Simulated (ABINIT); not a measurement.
Here is an ABINIT 10.8.3 (patched build) calculation.

run.abi

```
# Pseudopotentials
pp_dirpath "./"
pseudos "Cu.hgh, Cl.hgh"

# Structure
acell 3*1.0
rprim
    -4.2610659596     4.2610659596    12.9633379115
     4.2610659596    -4.2610659596    12.9633379115
     4.2610659596     4.2610659596   -12.9633379115
ntypat 2
znucl 29 17
natom 3
typat 1 2 2
xcart
     0.0000000000     0.0000000000     0.0000000000
     4.2610659596     0.0000000000     0.0000000000
     0.0000000000     4.2610659596     0.0000000000

# Plane-wave basis
ecut 761.918815 eV

# k points
kptopt 1
ngkpt 6 6 6
nshiftk 1
shiftk 0.0 0.0 0.0

# Exchange and correlation
ixc 7

# Bands and occupations
nband 12
occopt 3
tsmear 0.05 eV

# SCF cycle
nstep 100
tolvrs 1.0e-10

# Output
iomode 3
prtwf 0
prtden 0
prteig 0
prtebands 0
prtvol 2
```

Potentials or basis: HGH LDA.

The run is started by

```console
$ abinit run.abi > log 2>&1
```

What does it give for the band gap on the k mesh?

None (metal or under the smearing width).

Caveat: HGH potentials are hard and often keep d shells in the core, so these values are rough; an odd number of electrons without spin polarisation forces a metal; a magnetic or distorted state may lie lower; the run has no spin polarisation, though such a crystal can be magnetic; semilocal functionals often make such compounds metallic where correlation or magnetic order opens a gap, which also shifts bond lengths. With open d or f shells a metallic result of LDA can be an artefact of self-interaction; +U or a hybrid may open a gap.
